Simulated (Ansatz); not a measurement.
PtS2:

```
Pt S
1.0
     3.54320    0.00000    0.00000
    -1.77160    3.06850    0.00000
     0.00000    0.00000    5.03880
Pt S
1 2
Direct
  0.00000 0.00000 0.00000
  0.66667 0.33333 0.77300
  0.33333 0.66667 0.22700
```

Base run:

```yaml
Program: Ansatz 0.2.0
Functional: r2SCAN0 form with a typed share of exact exchange
Potentials_or_basis: Ansatz PAW
Cutoff: "500 eV (not typed: the program's choice for these potentials)"
k_mesh: 5 × 5 × 3
Occupations: fermi-dirac, width 0.05 eV
Spin: no spin polarisation
```

Its results: band gap on the k mesh 1.95 eV, indirect (least direct gap 2.13 eV); pressure 7.8 GPa; largest force 1.097 eV/Å.

Task: After a change of settings the same cell gave: band gap on the k mesh 2.69 eV, indirect (least direct gap 2.98 eV); pressure 5.7 GPa; largest force 0.897 eV/Å. Which change was it?
A. share of exact exchange from 0.1 to 0.15
B. share of exact exchange from 0.1 to 0
C. functional from r2SCAN0 form with a typed share of exact exchange to r2SCAN0; share of exact exchange from 0.1 to 0.25
D. share of exact exchange from 0.1 to 0.35

Result: C.

Caveats: odd divisions of the mesh miss points on the zone boundary, where band edges often lie, so the gap on the mesh can be too wide; spin-orbit coupling is left out, which moves the levels of the heavy elements; the PAW data sets come from PBE, with cores solved anew for the run's functional, which leaves a small shift of forces and pressure; the thresholds are loose for stress; forces of over 1 eV/Å show positions far from the minimum, so gaps and moduli don't describe the material at rest (some runs).

Runs at the PBE level aren't shown here.
